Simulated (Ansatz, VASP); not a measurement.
One calculation of Cu, two programs

File INCAR:

```
SYSTEM = Cu
ALGO = Fast ; EDIFF = 1E-6
ENCUT = 520 ; GGA = PE
ISIF = 2 ; ISMEAR = -1
LASPH = .TRUE. ; LCHARG = .TRUE.
LELF = .TRUE. ; LREAL = .FALSE.
LVHAR = .TRUE. ; LWAVE = .FALSE.
NBANDS = 18 ; NELM = 100
PREC = Accurate ; SIGMA = 0.05
```

The input KPOINTS:

```
k-points
0
G
  12 12 7
  0 0 0
```

File POSCAR:

```
Cu
1.0
    2.5170887971      0.0000000000      0.0000000000
   -1.2585443986      2.1798628419      0.0000000000
    0.0000000000      0.0000000000      4.0849690207
Cu
2
Direct
    0.6666666667      0.3333333333      0.7500000000
    0.3333333333      0.6666666667      0.2500000000
```

File input.yaml:

```yaml
crystal:
  lattice:
    - [2.5170887971, 0.0, 0.0]
    - [-1.2585443986, 2.1798628419, 0.0]
    - [0.0, 0.0, 4.0849690207]
  atoms:
    - { symbol: Cu, position: [0.6666666667, 0.3333333333, 0.75] }
    - { symbol: Cu, position: [0.3333333333, 0.6666666667, 0.25] }
kpoints:
  mp_grid: { grid: [12, 12, 7] }
scf:
  occupations: { method: fermi_dirac, width: 0.05 }
hamiltonian:
  xc: pbe
  pseudopotentials: { kind: all_electron, lapw: { basis_error: 0.0005 } }
output:
  forces: true
  stress: true
  eigenvalues: true
```

Change from the starting cell: volume scaled by 0.98.

Alike in both runs: task single point; functional PBE; k mesh 12 × 12 × 7; occupations fermi-dirac, width 0.05 eV; no spin polarisation.

```csv
,VASP,Ansatz
version,VASP 6.6.1,Ansatz 0.2.0
potentials or method,"VASP PAW PBE potentials, release 64 (Cu)","all-electron LAPW, scalar-relativistic"
plane-wave cutoff (eV),520,see its input
```

|  | VASP | Ansatz | Ansatz less VASP |
| --- | --- | --- | --- |
| gap on the k mesh at the Fermi level (eV) | none | none | - |
| pressure (GPa) | 12.8 | 11.0 | -1.80 |
| largest component of the traceless stress (GPa) | 0.32 | 0.39 | +0.073 |

A gap of «none» marks a metal or a gap that the smearing closes. Ansatz ran all-electron here, so the differences hold the error of VASP's frozen core and of both bases.
